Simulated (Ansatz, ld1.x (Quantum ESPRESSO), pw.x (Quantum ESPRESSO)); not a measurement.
**hafnium (sc): variants of one RRKJ potential in the solid**

| Quantity | Value |
| --- | --- |
| Element | hafnium |
| Generator | ld1.x (Quantum ESPRESSO) 7.5 |
| Type | norm-conserving RRKJ (Kleinman–Bylander form) |
| Functional | PBE |
| Relativity | scalar-relativistic |
| Frozen core | [Xe] 4f14 |
| Valence charge | 4 |
| Reference configuration | 5d2 6s2 6p0 |
| Partial waves | 6p (bound, empty): rc 3.00 bohr; 5d (bound): rc 2.75 bohr; 6s (bound): rc 2.45 bohr |
| Local potential | the s channel |
| Core correction | none |

Crystal test: sc Hf in pw.x 7.5, no spin, 11³ k-points, Fermi–Dirac smearing 0.01 Ry, cutoffs set for each file from its atomic test. The reference is all-electron LAPW (Ansatz 0.2.0) with the same functional, mesh and smearing; V0 and B0 come from Birch–Murnaghan fits to the pressures at five volumes. Errors are pseudo minus all-electron; Δ is the rms difference of the E(V) curves that follow from these fits, minima aligned, over ±6 % about the mean V0. Mesh and smearing are coarse, so the numbers serve the comparison and aren't converged zero-temperature values; the lattice is a test structure that the element need not adopt.

All-electron: a0 = 2.920 Å (V0 = 24.89 Å³/atom), B0 = 72.2 GPa.

Base: The largest radius (3.00 bohr) exceeds half the bond length (2.76 bohr), so the spheres overlap, which is one possible source of error among others. This is a poor potential for the solid.

A dash in a converged row means that the minimum lies outside the volumes sampled.

| change | cutoffs (Ry) | pw.x | a0 (Å) | a0 error (%) | B0 error (%) | Δ (meV/atom) | mean pressure error (GPa) |
| --- | --- | --- | --- | --- | --- | --- | --- |
| base | 35/140 | converged | 2.953 | +1.15 | -7.2 | 13.0 | +2.40 |
| wave 5d (bound): rc 2.75 bohr becomes 5d (bound): rc 1.78 bohr | 60/240 | converged | 2.954 | +1.18 | -6.2 | 13.6 | +2.51 |
| wave 5d (bound): rc 2.75 bohr becomes 5d (bound): rc 2.46 bohr | 35/140 | converged | 2.954 | +1.17 | -6.5 | 13.4 | +2.48 |
| wave 5d (bound): rc 2.75 bohr becomes 5d (bound): rc 2.86 bohr | 35/140 | converged | 2.953 | +1.13 | -7.4 | 12.9 | +2.37 |
| wave 5d (bound): rc 2.75 bohr becomes 5d (bound): rc 4.16 bohr | 35/140 | converged | – | – | – | – | -3.65 |

Problem. Give the row for: wave 5d (bound): rc 2.75 bohr becomes 5d (bound): rc 3.34 bohr.

Solution. pw.x: converged; mean pressure error (GPa): +2.00; a0 (Å): 2.949; a0 error (%): +0.99; B0 error (%): -9.3; Δ (meV/atom): 11.1.
